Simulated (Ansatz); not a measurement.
Mn: from a trial structure to a relaxed crystal

Level of theory: DFT PBEsol, scalar-relativistic, plane waves, PAW in Ansatz. Cutoff 420 eV, Γ-centred k mesh, Gaussian smearing, no spin polarisation in the final step.

Mn was placed on the simple hexagonal structure type (P6/mmm, No. 191), at a guessed volume.

```yaml
crystal:
  lattice:
    - [2.53845, 0.00000, 0.00000]
    - [-1.26922, 2.19836, 0.00000]
    - [0.00000, 0.00000, 2.37186]
  atoms:
    - { symbol: Mn, position: [0.00000, 0.00000, 0.00000] }
```

Cell and atoms relax at zero pressure; the relaxation can't lower the symmetry of the start. After a coarse first stage the cell is made exact in the group found at 0.06 Å.

Energies count from the standard state of Mn at the same level.

Task: Describe the relaxed structure.

Result: It keeps P6/mmm (No. 191). The result has the simple hexagonal structure. Conventional cell: a = 2.451 Å, c = 2.103 Å. Mn has 2 Mn at 2.10 Å and 6 Mn at 2.45 Å.

Space group P6/mmm (No. 191). a = 2.451 Å, b = 2.451 Å, c = 2.103 Å, α = 90.00°, β = 90.00°, γ = 120.00°
```
atom site symmetry x y z
  Mn    1a     6/mmm  0.0000  0.0000  0.0000
```

Task: What are its volume, energy, density and gap?

Result: The volume per atom is 10.94 Å³, the density is 8.34 g/cm³ and the energy over the standard structure is 0.66 eV/atom. The gap on the 27×27×26 mesh is 0 eV (a metal).

The final run used a 27×27×26 mesh on its 1-atom cell and 0.10 eV smearing. For metals, differences of a few meV/atom aren't resolved. Symmetry constrained the relaxation, so the result can be a saddle point. The steps took roughly 28 core-seconds in all.